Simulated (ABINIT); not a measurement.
# WS2 (R3m) in ABINIT: reference runs, part 2 of 2

ABINIT 10.8.3 (patched build). Earlier steps stand in the parts before.

## 3. Single point, PBE (atoms moved at random, drawn with an rms of 0.05 Å)

Contents of run.abi:

```
# Pseudopotentials
pp_dirpath "./"
pseudos "W.GGA_PBE-JTH.xml, S.GGA_PBE-JTH.xml"

# Structure
acell 6.4273593532 6.4273593532 6.4273593518 Angstrom
rprim
     0.2456685683     0.1418368135     0.9589208898
    -0.2456685683     0.1418368135     0.9589208898
     0.0000000000    -0.2836736271     0.9589208900
ntypat 2
znucl 74 16
natom 3
typat 1 2 2
xred
    -0.0129770000     0.0109140000     0.0083710000
     0.7550000000     0.7507600000     0.7418220000
     0.5782030000     0.5706750000     0.6015190000
chkprim 0
chksymtnons 0
tolsym 1.0e-6

# Plane-wave basis
ecut 20.0
pawecutdg 40.0
pawxcdev 0

# k points
kptopt 1
ngkpt 10 10 10
nshiftk 1
shiftk 0.0 0.0 0.0

# Exchange and correlation
ixc 11

# Bands and occupations
nband 17
occopt 3
tsmear 0.00183747

# SCF cycle
nstep 100
tolvrs 1.0e-9

# Output
iomode 3
prtwf 0
prtden 0
prteig 0
prtebands 0
enunit 2
```

Potentials or basis: JTH PAW PBE v2.0.

Started as:

```sh
$ abinit run.abi > log 2>&1
```

run.abo:

```text
.Version 10.8.3 of ABINIT
 Symmetries : space group P1 (#  1); Bravais aP (primitive triclinic)
================================================================================
 Values of the parameters that define the memory need of the present run
     intxc =       0    ionmov =       0      iscf =      17    lmnmax =      18
     lnmax =       6     mgfft =      50  mpssoang =       3    mqgrid =    3001
     natom =       3  nloc_mem =       2    nspden =       1   nspinor =       1
    nsppol =       1      nsym =       1    n1xccc =       1    ntypat =       2
    occopt =       3   xclevel =       2
       mpw =        1558          nfft =      125000          nkpt =         504
 PAW method is used; the additional fine FFT grid is defined by:
   mgfftf=        72    nfftf =    373248
================================================================================
================================================================================

--------------------------------------------------------------------------------
------------- Echo of variables that govern the present computation ------------
--------------------------------------------------------------------------------
 -outvars: echo values of preprocessed input variables --------
            acell      1.2145948890E+01  1.2145948890E+01  1.2145948888E+01 Bohr
              amu      1.83850000E+02  3.20660000E+01
          chkprim           0
      chksymtnons           0
             ecut      2.00000000E+01 Hartree
           enunit           2
                       outvar_i_n : Printing only first  50 k-points.
              ixc          11
[... 250 lines left out ...]
Total energy        : -1.69414091575197E+04
Total energy DC     : -1.69414091584082E+04
Total energy (eV)   : -4.60999228136468E+05
Total energy DC (eV): -4.60999228160645E+05
...

 Cartesian components of stress tensor (hartree/bohr^3)
  sigma(1 1)= -2.35310398E-04  sigma(3 2)=  1.21356719E-04
  sigma(2 2)= -2.58642233E-04  sigma(3 1)= -6.16847933E-06
  sigma(3 3)= -3.96324978E-04  sigma(2 1)=  4.52863483E-05

-Cartesian components of stress tensor (GPa)         [Pressure=  8.7310E+00 GPa]
- sigma(1 1)= -6.92307093E+00  sigma(3 2)=  3.57043793E+00
- sigma(2 2)= -7.60951721E+00  sigma(3 1)= -1.81482928E-01
- sigma(3 3)= -1.16602834E+01  sigma(2 1)=  1.33237037E+00

== END DATASET(S) ==============================================================
================================================================================

 -outvars: echo values of variables after computation  --------
            acell      1.2145948890E+01  1.2145948890E+01  1.2145948888E+01 Bohr
           etotal     -8.9764527691E+01
            fcart      2.1550404371E-02  3.0085745596E-03 -3.1163111194E-02
                      -1.0699984513E-02 -9.3367496085E-03  3.5676062440E-02
                      -1.0850419857E-02  6.3281750488E-03 -4.5129512462E-03
            rprim      2.4566856830E-01  1.4183681350E-01  9.5892088980E-01
                      -2.4566856830E-01  1.4183681350E-01  9.5892088980E-01
                       0.0000000000E+00 -2.8367362710E-01  9.5892089000E-01
           strten     -2.3531039820E-04 -2.5864223307E-04 -3.9632497823E-04
                       1.2135671850E-04 -6.1684793314E-06  4.5286348309E-05
           xangst     -3.7723893067E-02 -1.7143318177E-02  3.8878280278E-02
                       6.6949607219E-03  2.0161745351E-02  1.3852587658E+01
                       1.1886713282E-02 -4.9374215108E-02  1.0788272854E+01
             xred     -1.2977000000E-02  1.0914000000E-02  8.3710000000E-03
                       7.5500000000E-01  7.5076000000E-01  7.4182200000E-01
                       5.7820300000E-01  5.7067500000E-01  6.0151900000E-01
 Calculation completed.
```

Run time: 36 min. Hardware: 1 thread of Intel Xeon Platinum 8259CL at 2.50GHz (Skylake/Cascade Lake), shared host; peak memory 0.63 GiB.

What came out:

```
Free energy                                           : -2442.6172 eV
Pressure                                              : 8.7 GPa
Largest force                                         : 1.975 eV/Å
Band gap on the k mesh                                : 1.03 eV, indirect (least direct gap 1.89 eV)
Valence electrons inside the program's atomic spheres : W 11.81; S 3.67, 3.62
```

Forces on the atoms (eV/Å):
```
W    1.108  0.155 -1.602
S   -0.550 -0.480  1.835
S   -0.558  0.325 -0.232
```

Levels at points of the mesh, in eV from the valence-band top:
| k point | band 9 | band 10 | band 11 | band 12 | band 13 | band 14 | band 15 | band 16 | band 17 |
| --- | --- | --- | --- | --- | --- | --- | --- | --- | --- |
| (0.00, 0.00, 0.00) | -3.84 | -2.75 | -2.30 | -1.75 | -1.09 | 1.80 | 2.17 | 2.54 | 2.68 |
| (0.50, 0.00, 0.00) | -5.53 | -4.52 | -2.60 | -2.08 | -1.69 | 2.18 | 2.55 | 3.38 | 4.01 |
| (0.00, 0.50, 0.00) | -5.41 | -4.36 | -2.76 | -2.08 | -1.81 | 2.10 | 2.57 | 3.56 | 3.90 |
| (0.50, 0.50, 0.00) | -5.20 | -4.34 | -3.24 | -2.26 | -1.60 | 2.09 | 2.59 | 3.08 | 4.40 |
| (0.00, 0.00, 0.50) | -5.46 | -4.41 | -2.57 | -2.17 | -1.73 | 2.13 | 2.55 | 3.43 | 4.07 |
| (0.50, 0.00, 0.50) | -5.18 | -4.29 | -3.25 | -2.19 | -1.71 | 2.06 | 2.61 | 3.29 | 4.37 |
| (0.00, 0.50, 0.50) | -5.29 | -4.46 | -3.11 | -2.23 | -1.54 | 2.13 | 2.58 | 3.11 | 4.38 |
| (0.50, 0.50, 0.50) | -3.88 | -3.77 | -2.72 | -2.27 | 0.00 | 1.89 | 2.18 | 2.44 | 2.60 |

Caveat: spin-orbit coupling is left out, which moves the levels of the heavy elements. A k mesh can miss the band edges.
